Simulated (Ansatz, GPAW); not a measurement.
# benzoquinonedithiol between two Pd chains: relaxation, then transmission at several levels, part 3 of 3

Aim: the conductance of benzoquinonedithiol between two Pd chains after relaxation, and whether geometry, basis or functional moves it most.

GPAW 26.7.0 and Ansatz 0.2.0; Ansatz plane waves; relaxation of the junction with the lead ends held; PAW set soft_1 (the session's first sound run).

So far, transmission at the Fermi level (one spin): step 3 (plane waves, PBE) 0.393; step 5 (single-zeta polarised basis, PBE, GPAW) 0.0824; step 6 (minimal basis, PBE, GPAW) 0.0332; step 7 (RPBE in the dzp basis: xc = "RPBE") 0.270; step 8 (without the relaxation: geometry = "as built", PBE, GPAW) 0.748.

**10. Comparison (continued)**

Table of transmission, zone mean, sum over the listed spins by energy, zero at the Fermi level:

```
energy (eV)   pw-pbe      dzp      szp       sz  dzp-RPBE  asbuilt
     -2.000  0.00846  0.00715   0.0104  0.00769   0.00727   0.0109
     -1.875    0.991    0.314    0.972    0.913     0.233   0.0204
     -1.800    0.666    0.782    0.397    0.147     0.796   0.0323
     -1.750     1.02     1.02    0.130   0.0710      1.02   0.0458
     -1.600    0.184    0.169   0.0816   0.0516     0.162    0.146
     -1.400    0.245    0.192    0.152    0.100     0.191    0.470
     -1.200    0.320    0.287   0.0891    0.156     0.274    0.411
     -1.000   0.0587    0.109  0.00657   0.0316    0.0933    0.221
     -0.800   0.0749   0.0801   0.0191  0.00889    0.0813    0.775
     -0.725    0.282   0.0750    0.211    0.987    0.0779    0.459
     -0.675     1.02    0.411    0.186   0.0738     0.419    0.418
     -0.625    0.332    0.790     1.09    0.128     0.698    0.974
     -0.600    0.321    0.358    0.470    0.229     0.302     1.04
     -0.575     1.01    0.230   0.0761    0.326     0.212    0.774
     -0.400    0.385    0.209    0.209    0.116     0.219     1.14
     -0.300     1.74     1.67     1.14     1.20      1.65     1.15
     -0.275     1.49     1.63    0.952     1.26      1.48     1.14
     -0.200    0.557    0.623    0.724    0.941     0.593     1.12
      0.000    0.393    0.326   0.0824   0.0332     0.270    0.748
      0.200  0.00659  0.00587  0.00294  0.00224   0.00572   0.0262
      0.400  0.00317  0.00275  0.00158   9.7e-4   0.00258  0.00356
      0.600  0.00201  0.00167  0.00112   5.6e-4   0.00156   7.0e-4
      0.800  0.00131  0.00104   8.1e-4   3.3e-4    9.7e-4   9.5e-5
      1.000   8.2e-4   6.1e-4   5.5e-4   1.6e-4    5.6e-4   8.1e-7
      1.200   4.6e-4   3.1e-4   3.3e-4   5.0e-5    2.8e-4   7.6e-5
      1.400   2.0e-4   1.1e-4   1.6e-4   1.6e-6    9.2e-5   2.2e-4
      1.600   3.9e-5   6.9e-6   4.3e-5   2.4e-5    2.9e-6   4.0e-4
      1.800   1.0e-5   4.5e-5   7.9e-8   1.4e-4    5.8e-5   5.9e-4
      2.000   2.2e-4   3.3e-4   6.9e-5   3.8e-4    3.7e-4   8.0e-4
```

**11. K-points along the lead 4, potential alignment off**

The lead's own mesh along the current sets its density and potential; where the lead is aligned to the junction's end layer, a rigid shift drops out. Without the shift, lead and junction are matched by their Fermi levels alone.

This step: GPAW LCAO, PAW setups; Landauer transmission from Green's functions with principal layers (ASE), zero bias (GPAW 26.7.0).

The input, run.py:

```python
import json
import numpy as np
from ase import Atoms
from ase.transport.calculators import TransportCalculator
from gpaw import GPAW, FermiDirac
from gpaw.lcao.tools import get_lcao_hamiltonian
from scipy.linalg import eigh

# The junction with lead layers at both ends, along the third cell vector
device = Atoms(
    ['Pd', 'Pd', 'Pd', 'Pd', 'Pd', 'Pd', 'Pd', 'Pd', 'S', 'H', 'C', 'C', 'C', 'O', 'O', 'C', 'C', 'C', 'H', 'S', 'Pd', 'Pd', 'Pd', 'Pd', 'Pd', 'Pd', 'Pd', 'Pd'],
    positions=[
        [5.91550, 4.50000, 1.25000],
        [5.91550, 4.50000, 3.75000],
        [5.91550, 4.50000, 6.25000],
        [5.91550, 4.50000, 8.75000],
        [5.91550, 4.50000, 11.25000],
        [5.91550, 4.50000, 13.75000],
        [5.65350, 4.49625, 16.28554],
        [6.52954, 4.50953, 18.76742],
        [4.98344, 4.49740, 20.36895],
        [7.73964, 4.51299, 21.70880],
        [5.60553, 4.50018, 21.99575],
        [6.90965, 4.50783, 22.41752],
        [4.51586, 4.49120, 23.05649],
        [3.32567, 4.48168, 22.74494],
        [8.50517, 4.51489, 24.14164],
        [7.31487, 4.50884, 23.82885],
        [4.92160, 4.49585, 24.46831],
        [6.22558, 4.50469, 24.88924],
        [4.09117, 4.49065, 25.17656],
        [6.84894, 4.50999, 26.51638],
        [5.30456, 4.51054, 28.11970],
        [6.17839, 4.49346, 30.60199],
        [5.91550, 4.50000, 33.13731],
        [5.91550, 4.50000, 35.63731],
        [5.91550, 4.50000, 38.13731],
        [5.91550, 4.50000, 40.63731],
        [5.91550, 4.50000, 43.13731],
        [5.91550, 4.50000, 45.63731]],
    cell=[[11.831, 0.0, 0.0], [0.0, 9.0, 0.0], [0.0, 0.0, 46.88731]],
    pbc=True)

# One principal layer of the lead: the first 5 atoms of the device
lead = Atoms(
    ['Pd', 'Pd', 'Pd', 'Pd', 'Pd'],
    positions=[
        [5.91550, 4.50000, 1.25000],
        [5.91550, 4.50000, 3.75000],
        [5.91550, 4.50000, 6.25000],
        [5.91550, 4.50000, 8.75000],
        [5.91550, 4.50000, 11.25000]],
    cell=[[11.831, 0.0, 0.0], [0.0, 9.0, 0.0], [0.0, 0.0, 12.5]],
    pbc=True)

settings = dict(mode='lcao', basis='dzp', xc='PBE', h=0.18,
                occupations=FermiDirac(0.1), maxiter=250,
                mixer=dict(beta=0.1, nmaxold=8, weight=100.0),
                convergence=dict(density=0.0001))
energies = np.arange(-2, 2 + 1e-9, 0.025)
eta = 0.0001
n1, n2 = 1, 1
# k and -k transmit alike, so half of the mesh across the current serves
mesh = [(i, j) for i in range(n1) for j in range(n2) if (i, j) <= (-i % n1, -j % n2)]
weights = np.array([1 if (i, j) == (-i % n1, -j % n2) else 2 for i, j in mesh]) / (n1 * n2)

# [... helper functions left out ...]
fermi_lead = ground_state(lead, (1, 1, 4), 'lead.txt')
fermi_device = ground_state(device, (1, 1, 2), 'device.txt')
# [... loop over the mesh left out, but for ...]
        # Lead and device are aligned by their Fermi levels alone
        shift = 0.0
# [...]
kT = 8.617333e-5 * 300
bias = [0.1, 0.2, 0.5, 1.0, 1.5, 2.0]
# [... integrals and printing left out ...]
```

Run with:

```sh
$ OMP_NUM_THREADS=1 OPENBLAS_NUM_THREADS=1 python run.py
```

Elapsed: 11 min, on 1 thread of Arm Neoverse V1, shared host; peak memory 3.1 GiB.

The run finished with changed settings (lead_nz = 4 and align = false); it serves as a test.

The two runs compared:

| quantity | this run | sound run | difference |
| --- | --- | --- | --- |
| conductance (G₀) | 0.40251 | 0.40048 | 0.00203 |
| largest coupling past the next principal layer (eV) | 1.071e-4 | 1.071e-4 | 7.3e-9 |
| largest misfit of the first principal layer (eV) | 0.036607 | 0.042350 | -0.00574 |
| shift that aligns the lead (eV) | 0 | -0.0027680 | 0.00277 |
| transmission at the Fermi level (one spin) | 0.33084 | 0.32619 | 0.00464 |

**12. Results**

- conductance: 0.400 G₀
- transmission at the Fermi level, mean of the spins: 0.326

What this shows: In the dzp basis the junction conducts 0.400 G₀ at 300 K, with T = 0.326 a spin at the Fermi level; no smaller basis tried comes within 10 % of that conductance. Relaxation moved atoms by up to 0.66 Å and took the conductance from 0.715 to 0.400 G₀, as a ratio a smaller change than the step from dzp to the minimal basis. The conductance differs from T at the Fermi level because it averages T(E) over the thermal window, about 0.09 eV wide, in which T changes. Plane waves (PBE) give T = 0.393 there. At the Fermi level two eigenchannels carry the current (0.30 and 0.020). Measured against the first run (pw-pbe), the nearest curve is that of dzp (r.m.s. 0.15) and the farthest that of asbuilt (0.32). Over the compared runs wall time goes from 331 s (sz) to 5970 s (pw-pbe), on a shared host; the plane-wave run used 4 threads and the orbital runs 1. The leads kept an estimated spacing and the cell its length, so the junction may be under some tension or compression. The run had no spin polarisation, so a magnetic state, which chains and small molecules with open shells often have, wasn't tested. Semilocal functionals put molecular levels too near the Fermi level, so such conductances usually come out too high, and chain electrodes have a sharper density of states than real ones. Energies count from the junction cell's Fermi level; in the run with T = 0.326 there, the aligned lead's own level lies at -0.0028 eV, where T interpolates to 0.362; the finite cell leaves the answer open by at least that much. An evenly spaced straight chain is an idealisation: free chains tend to dimerise, zigzag or, where a band edge lies near the Fermi level, turn magnetic. The currents use the zero-bias T(E) throughout, which holds only while the bias is small against the distance to the nearest feature. Within about eight thermal energies of the Fermi level ln T(E) bends sharply from one computed energy to the next, or the lead's channel count changes, so the thermal averages, above all the thermopower, rest on an interpolation that may be rough.

[Logs are printed without paths, hosts, clocks, repeated set-up lines and the standing remarks that a program may print on its own settings, such as how far it seeks lower states.]

[Hosts, paths, dates, database ids (printed as entryN), source tags and the programs' standing remarks are cut or masked in the printed files.]
